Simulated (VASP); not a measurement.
Set up this calculation in VASP 6.6.1, as the native input.

- Task: single point
- Functional: LDA
- Potentials or basis: VASP PAW LDA potentials, release 64 (Cu, O)
- Cutoff: 520 eV
- k mesh: 6 × 3 × 4
- Occupations: gaussian, width 0.05 eV
- Spin: collinear spin, zero start
- Starting moments: [-0.0, -0.0, -0.0, -0.0, -0.0, -0.0, -0.0, -0.0] μB
- Hubbard terms: Cu d U = 4.0 eV
- Dipole correction: no
- Further INCAR settings: ALGO = Fast; EDIFF = 1e-06; NBANDS = 48

The structure of CuO lies in POSCAR:

```
CuO
1.0
    3.1754955000      0.0000000000      0.0000000000
    0.0000000000      6.3509910000      0.0000000000
    0.0000000000      0.0000000000      4.6495318700
Cu O
4 4
Direct
    0.0000000000      0.0000000000      0.0000000000
    0.5000000000      0.2500000000      0.0000000000
    0.0000000000      0.5000000000      0.0000000000
    0.5000000000      0.7500000000      0.0000000000
    0.5000000000      0.0000000000      0.2670000000
    0.0000000000      0.2500000000      0.7330000000
    0.5000000000      0.5000000000      0.2670000000
    0.0000000000      0.7500000000      0.7330000000
```

The cell was built by a generator and needn't be a form met in nature.

One way to write it, as run:

INCAR

```
PREC = Accurate
ENCUT = 520
EDIFF = 1E-6
ISMEAR = 0
SIGMA = 0.05
LREAL = F
LASPH = T
NELM = 150
ALGO = Fast
ISIF = 2
LWAVE = F
LCHARG = F
ISPIN = 2
MAGMOM = 0 0 0 0 0 0 0 0
LORBIT = 11
LMAXMIX = 4
LDAU = T
LDAUTYPE = 2
LDAUL = 2 -1
LDAUU = 4 0
LDAUJ = 0 0
LDAUPRINT = 1
GGA = CA
NBANDS = 48
```

KPOINTS

```
Automatic mesh
0
Gamma
  6 3 4
```

Potentials or basis: VASP PAW LDA potentials, release 64 (Cu, O).

The run is started by

```bash
$ cat potpaw_LDA.64/Cu/POTCAR potpaw_LDA.64/O/POTCAR > POTCAR
$ mpirun -np 1 vasp_std > vasp.out
```

It gave:

```json
{
  "Pressure": "0.1 GPa",
  "Largest force": "1.859 eV/Å",
  "Band gap on the k mesh": "none (metal or under the smearing width)",
  "Net moment": "0.00 μB per cell",
  "Valence electrons inside the program's atomic spheres": "Cu 10.22; O 4.80"
}
```

Caveat: forces of over 1 eV/Å show positions far from the minimum, so gaps and moduli don't describe the material at rest.

It took 3.2 min on 1 thread of Intel(R) Xeon(R) Platinum 8488C (Sapphire Rapids) (shared host), peak memory 0.27 GiB.
